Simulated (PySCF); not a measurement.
# Reproducing measurements on pyrazole

**The experiment to reproduce.**

From NIST CCCBDB Release 22 (SRD 101), experimental dipoles, for the gas: dipole moment 2.214 D.

The runs below try to reproduce these values; the comparison stands at the end.

Compound: pyrazole, C3H4N2.
SMILES with atom numbers: `[cH:1]1[cH:2][n:3][nH:4][cH:5]1` (hydrogens: H6 on C1; H7 on C2; H8 on N4; H9 on C5)

Structure used (GFN2-xTB), in Å, numbered top down from 1:
```xyz
9
C3H4N2 angstrom
C      0.1567    0.9944    0.1029
C      1.2175    0.0974   -0.0955
N      0.7775   -1.1395   -0.2059
N     -0.5435   -1.0620   -0.0839
C     -0.9673    0.2046    0.1042
H      0.2123    2.0562    0.2259
H      2.2663    0.3074   -0.1593
H     -1.1017   -1.8991   -0.1354
H     -2.0042    0.4465    0.2220
```

The PySCF runs (gas phase, on this GFN2-xTB geometry; no spin–orbit coupling):

```
        level                                                              job  basis functions  wall time
PBE0/pcSseg-1  shieldings, ring-centre shieldings, charges and field gradients              105      5.9 s
  B3LYP/pcJ-1                      spin–spin couplings from 9 perturbed nuclei              175       16 s
```

Hardware: one thread, x86-64 server (shared host).

Results beside the measurements:

**Dipole moment.** Measured: 2.214 D (NIST CCCBDB Release 22 (SRD 101), experimental dipoles).

```tsv
level	computed (D)	computed − measured (D)	% (from the printed values)
PBE0/pcSseg-1	2.293	+0.079	+4
B3LYP/pcJ-1	2.288	+0.074	+3
```

Closest is B3LYP/pcJ-1 (+0.074 D), furthest PBE0/pcSseg-1 (+0.079 D); one molecule doesn't rank methods. The computed dipoles belong to one fixed geometry; measured ones are averaged over vibrations unless marked μe. Magnitudes are compared, not signs.

No measured geometry was used, and the causes of the misses weren't examined.
